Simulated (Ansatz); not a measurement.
# (111) slab of diamond, 10.8 Å thick as cut, ended by H

Ansatz, PAW, plane waves, no spin–orbit coupling unless named; atoms relaxed with PBEsol, the curve by HSE06. The curve holds the local part of the PAW potentials, so its shape inside matter depends on the files.

```cif
data_structure
_symmetry_space_group_name_H-M 'P 1'
_symmetry_Int_Tables_number 1
_cell_length_a 2.5129
_cell_length_b 2.5129
_cell_length_c 26.2719
_cell_angle_alpha 90.000
_cell_angle_beta 90.000
_cell_angle_gamma 120.000
_cell_volume 143.67
loop_
_atom_site_label
_atom_site_type_symbol
_atom_site_fract_x
_atom_site_fract_y
_atom_site_fract_z
_atom_site_occupancy
C1 C 0.99817 0.00014 0.70394 1
C2 C 0.99847 0.00125 0.47045 1
C3 C 0.99783 0.00195 0.29560 1
C4 C 0.99811 0.00130 0.52904 1
C5 C 0.33116 0.66858 0.31403 1
C6 C 0.33130 0.66771 0.54854 1
C7 C 0.33122 0.66870 0.37288 1
C8 C 0.33161 0.66766 0.60715 1
C9 C 0.66471 0.33526 0.39236 1
C10 C 0.66493 0.33413 0.62662 1
C11 C 0.66531 0.33497 0.45095 1
C12 C 0.66484 0.33344 0.68549 1
H1 H 0.99834 0.00006 0.74635 1
H2 H 0.99863 0.00291 0.25319 1
```

Planar mean of the electrostatic potential energy along the normal, from the vacuum level:

| z (Å) | v (eV) |
| --- | --- |
| 0.00 | 0.00 |
| 0.29 | 0.00 |
| 0.73 | 0.00 |
| 1.02 | 0.00 |
| 1.31 | 0.00 |
| 1.75 | 0.00 |
| 2.04 | 0.00 |
| 2.34 | 0.00 |
| 2.77 | 0.00 |
| 3.07 | 0.00 |
| 3.36 | 0.00 |
| 3.79 | 0.00 |
| 4.09 | 0.00 |
| 4.38 | 0.00 |
| 4.82 | -0.03 |
| 5.11 | -0.06 |
| 5.40 | -0.13 |
| 5.84 | -0.45 |
| 6.13 | -1.10 |
| 6.42 | -3.37 |
| 6.71 | -4.94 |
| 7.15 | -4.99 |
| 7.44 | -12.59 |
| 7.74 | -20.98 |
| 8.17 | -23.27 |
| 8.47 | -16.18 |
| 8.76 | -7.91 |
| 9.20 | -5.99 |
| 9.49 | -13.25 |
| 9.78 | -20.92 |
| 10.22 | -22.86 |
| 10.51 | -16.33 |
| 10.80 | -8.18 |
| 11.24 | -5.89 |
| 11.53 | -13.04 |
| 11.82 | -20.75 |
| 12.26 | -22.97 |
| 12.55 | -16.56 |
| 12.84 | -8.39 |
| 13.28 | -5.78 |
| 13.57 | -12.80 |
| 13.87 | -20.57 |
| 14.30 | -23.07 |
| 14.60 | -16.78 |
| 14.89 | -8.59 |
| 15.33 | -5.65 |
| 15.62 | -12.55 |
| 15.91 | -20.39 |
| 16.35 | -23.18 |
| 16.64 | -16.99 |
| 16.93 | -8.78 |
| 17.37 | -5.49 |
| 17.66 | -12.26 |
| 17.95 | -20.53 |
| 18.39 | -23.53 |
| 18.68 | -16.63 |
| 18.97 | -7.96 |
| 19.41 | -4.31 |
| 19.70 | -4.61 |
| 20.00 | -1.79 |
| 20.29 | -0.71 |
| 20.73 | -0.18 |
| 21.02 | -0.07 |
| 21.31 | -0.03 |
| 21.75 | -0.01 |
| 22.04 | -0.01 |
| 22.33 | 0.00 |
| 22.77 | 0.00 |
| 23.06 | 0.00 |
| 23.35 | 0.00 |
| 23.79 | 0.00 |
| 24.08 | 0.00 |
| 24.37 | 0.00 |
| 24.81 | 0.00 |
| 25.10 | 0.00 |
| 25.40 | 0.00 |
| 25.83 | 0.00 |
| 26.13 | 0.00 |

Task: How far below the vacuum level do the top filled and the lowest empty level lie, by each functional?

Result: PBEsol: 3.51 and 0.75 eV (gap 2.76 eV, a 6×6×1 mesh); HSE06: 4.03 and 0.63 eV (gap 3.40 eV, a 4×4×1 mesh). Either level can be a surface state and not a band edge of the crystal.

Both functionals put the lowest empty level below vacuum, which read as a band edge would give hydrogenated diamond a positive electron affinity, whereas this surface is well known for a negative one. The gap points to the resolution: even the 3.40 eV from HSE06 is far below that of bulk diamond, while confinement in a thin slab should widen it. The lowest empty state is therefore probably a diffuse surface state, with weight outside the C–H bonds, and the bulk conduction edge lies higher.

The shallow filled level fits the surface chemistry. Hydrogen saturates the dangling bonds, and because it is less electronegative than carbon, the C–H dipoles point their positive ends outward and raise the crystal's bands towards the vacuum level.

From PBEsol to HSE06 the filled level drops from 3.51 to 4.03 eV below vacuum, while the empty one moves much less, possibly because a diffuse state overlaps little with the occupied orbitals and so feels little of the added exact exchange. The slab gap is thus no measure of diamond's bulk gap.
